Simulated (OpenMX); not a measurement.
Set up this calculation in OpenMX 3.8.5, as an ASE script.

| Property | Result |
| --- | --- |
| Task | band structure |
| Functional | LDA |
| Potentials or basis | OpenMX 2013 PBE set, In7.0-s3p2d1, grid cutoff 500 Ry |
| k mesh | 11 × 11 × 11 |
| Occupations | fermi-dirac, width 0.05 eV |
| Spin | collinear spin, random start |
| Starting moments | [-0.58] μB |
| Mixing scheme | rmm-diish |
| SCF threshold | 1e-08 Ha |
| Solver | band |
| Max SCF cycles | 80 |

The system is In.

```
In
1.0
    -1.62547    1.62547    2.47370
     1.62547   -1.62547    2.47370
     1.62547    1.62547   -2.47370
In
1
Cartesian
  0.0000 0.0000 0.0000
```

One way to write it, as run:

run.py

```python
from ase import Atoms
from ase.calculators.openmx import OpenMX

atoms = Atoms(['In'],
              cell=[[-1.62547, 1.62547, 2.4737], [1.62547, -1.62547, 2.4737], [1.62547, 1.62547, -2.4737]],
              scaled_positions=[[0.0, 0.0, 0.0]],
              pbc=True)

def calculator():
    omx = OpenMX(
        label='In',
        command='openmx',
        nohup=True,
        xc='LSDA-CA',
        kpts=(11, 11, 11),
        system_currentdirectory='./',
        data_path='./DFT_DATA13',
        level_of_fileout=0,
        definition_of_atomic_species=[['In', 'In7.0-s3p2d1', 'In_PBE13']],
        atoms_speciesandcoordinates_unit='Ang',
        atoms_speciesandcoordinates=[['1', 'In', '0', '0', '0', 6.21, 6.79]],
        scf_spinpolarization='on',
        scf_electronictemperature=580.226,
        scf_energycutoff=500.0,
        scf_maxiter=80,
        scf_eigenvaluesolver='band',
        scf_mixing_type='rmm-diish',
        scf_init_mixing_weight=0.05,
        scf_min_mixing_weight=0.001,
        scf_max_mixing_weight=0.3,
        scf_mixing_history=25,
        scf_mixing_startpulay=8,
        scf_criterion=1e-08,
        band_dispersion=True,
        band_nkpath=11,
        band_kpath=[['17', '0.000000', '0.000000', '0.000000', '0.000000', '0.000000', '0.500000', 'G', 'X'], ['7', '0.000000', '0.000000', '0.500000', '-0.215891', '0.215891', '0.500000', 'X', 'Y'], ['7', '-0.215891', '0.215891', '0.500000', '-0.357945', '0.357945', '0.357945', 'Y', 'S'], ['17', '-0.357945', '0.357945', '0.357945', '0.000000', '0.000000', '0.000000', 'S', 'G'], ['16', '0.000000', '0.000000', '0.000000', '0.500000', '0.500000', '-0.500000', 'G', 'Z'], ['7', '0.500000', '0.500000', '-0.500000', '0.357945', '0.642055', '-0.357945', 'Z', 'S1'], ['9', '0.357945', '0.642055', '-0.357945', '0.000000', '0.500000', '0.000000', 'S1', 'N'], ['12', '0.000000', '0.500000', '0.000000', '0.250000', '0.250000', '0.250000', 'N', 'P'], ['11', '0.250000', '0.250000', '0.250000', '0.500000', '0.500000', '-0.215891', 'P', 'Y1'], ['10', '0.500000', '0.500000', '-0.215891', '0.500000', '0.500000', '-0.500000', 'Y1', 'Z'], ['8', '0.000000', '0.000000', '0.500000', '0.250000', '0.250000', '0.250000', 'X', 'P']],
    )
    return omx

atoms.calc = calculator()
print('stress_eV_A3', atoms.get_stress().round(8).tolist())
print('forces_eV_A', atoms.get_forces().round(6).tolist())
print('energy_eV', round(atoms.get_potential_energy(), 6))
```

Potentials or basis: OpenMX 2013 PBE set, In7.0-s3p2d1, grid cutoff 500 Ry.

Run with:

```bash
$ python run.py > run.log
```

Results of the run:

```yaml
Pressure: -1.4 GPa
Band_gap_along_the_path: none (metal or under the smearing width)
Net_moment: 0.00 μB per cell
```

Caveat: the potentials were made for another functional, which shifts forces and pressure; spin-orbit coupling is left out, which moves the levels of the heavy elements; the basis of atomic orbitals isn't converged, which shifts pressures, moduli and gaps.

Wall time 67 s on 1 thread of Arm Neoverse N1, on a shared host, peak memory 0.38 GiB.
